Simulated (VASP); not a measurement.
Consider the following.

```
CELL_PARAMETERS angstrom
      1.35689    -2.35020     0.00000
      1.35689     2.35020     0.00000
      0.00000     0.00000     4.40516
ATOMIC_POSITIONS crystal
  Be 0.66667 0.33333 0.50004
  Be 0.33333 0.66667 0.00004
  O  0.66667 0.33333 0.87796
  O  0.33333 0.66667 0.37796
```

These are PBE GGA, VASP's PBE PAW potentials (set 64) (plane waves; VASP 6.6.1) values and carry that method's errors. Run with 520 eV cut-off, 9×9×5 Γ-centred mesh, Gaussian smearing of 0.010 eV, potentials Be O.

**Question.** Give the electronic dielectric tensor ε∞ (DFPT, local fields included).

**Answer.** 
```
3.07  0.00  0.00
0.00  3.07  0.00
0.00  0.00  3.14
```

**Question.** Give the Born effective charges.

**Answer.** 
| atom | Z*xx | Z*yy | Z*zz | mean |
|---|---|---|---|---|
| Be1 | 1.80 | 1.80 | 1.86 | 1.82 |
| Be2 | 1.80 | 1.80 | 1.86 | 1.82 |
| O3 | -1.80 | -1.80 | -1.86 | -1.82 |
| O4 | -1.80 | -1.80 | -1.86 | -1.82 |

**Question.** And the static tensor with the ions free?

**Answer.** 
```
7.05  0.00  0.00
0.00  7.05  0.00
0.00  0.00  7.93
```

**Question.** Which frequencies do the optical Γ-point modes have (no LO-TO splitting)?

**Answer.** 327 (×2), 662, 665 (×2), 695, 704 (×2), 860 cm⁻¹.

The piezoelectric tensor e of the same run, ions relaxed (C/m²):

```csv
,xx,yy,zz,yz,xz,xy
x,0.00,0.00,0.00,0.00,0.00,0.00
y,0.00,0.00,0.00,0.01,0.00,0.00
z,-0.14,-0.14,0.22,0.00,0.00,0.00
```

The compound is BeO in the wurtzite structure. It was relaxed first.
